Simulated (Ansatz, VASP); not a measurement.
**One calculation of V, two programs**

The input INCAR:

```
SYSTEM = V
PREC = Accurate
ENCUT = 520
EDIFF = 1E-7
ISMEAR = 0
SIGMA = 0.15
LREAL = .False.
LASPH = .True.
NELM = 60
ALGO = Fast
ISIF = 2
LWAVE = .False.
LCHARG = .True.
GGA = PS
LELF = .True.
LVHAR = .True.
NBANDS = 12
```

The input KPOINTS:

```
regular mesh
0
Gamma
  22 22 22
  0 0 0
```

POSCAR

```
V
1.0
   -1.5130000000      1.5130000000      1.6340400000
    1.5130000000     -1.5130000000      1.6340400000
    1.5130000000      1.5130000000     -1.6340400000
V
1
Direct
    0.0000000000      0.0000000000      0.0000000000
```

Input for Ansatz:

```yaml
crystal:
  lattice:
    - [-1.513, 1.513, 1.63404]
    - [1.513, -1.513, 1.63404]
    - [1.513, 1.513, -1.63404]
  atoms:
    - { symbol: V, position: [0.0, 0.0, 0.0] }
basis:
  ecutwfc: 420
kpoints:
  mp_grid: { grid: [22, 22, 22] }
hamiltonian:
  xc: pbesol
scf:
  occupations: { method: gaussian, width: 0.15 }
output:
  forces: true
  stress: true
  eigenvalues: true
```

Change from the starting cell: strain +0.000 along x and y, +0.080 along z, atoms carried along.

Alike in both runs: task single point; functional PBEsol; k mesh 22 × 22 × 22; occupations gaussian, width 0.15 eV; no spin polarisation.

|  | VASP | Ansatz |
| --- | --- | --- |
| version | VASP 6.6.1 | Ansatz 0.2.0 |
| potentials or method | VASP PAW PBE potentials, release 64 (V_sv) | scalar-relativistic, plane waves, PAW |
| plane-wave cutoff (eV) | 520 | 420 |
| valence electrons in the cell | 13 | 13 |

Ansatz gave:

```
gap on the k mesh at the Fermi level (eV)       : none
pressure (GPa)                                  : -21.1
largest component of the traceless stress (GPa) : 4.72
```

Question: What did VASP give for the same quantities?

Answer: gap on the k mesh at the Fermi level (eV): none; pressure (GPa): -20.9; largest component of the traceless stress (GPa): 4.70.

A gap of «none» marks a metal or a gap that the smearing closes. With one functional, cell and mesh, what is left measures potentials, basis and numerics.

Caveats: so large a pressure means that the cell lies far from this level's equilibrium, or that cutoff or potentials fall short (VASP); the potentials were made for another functional, which shifts forces and pressure (VASP).
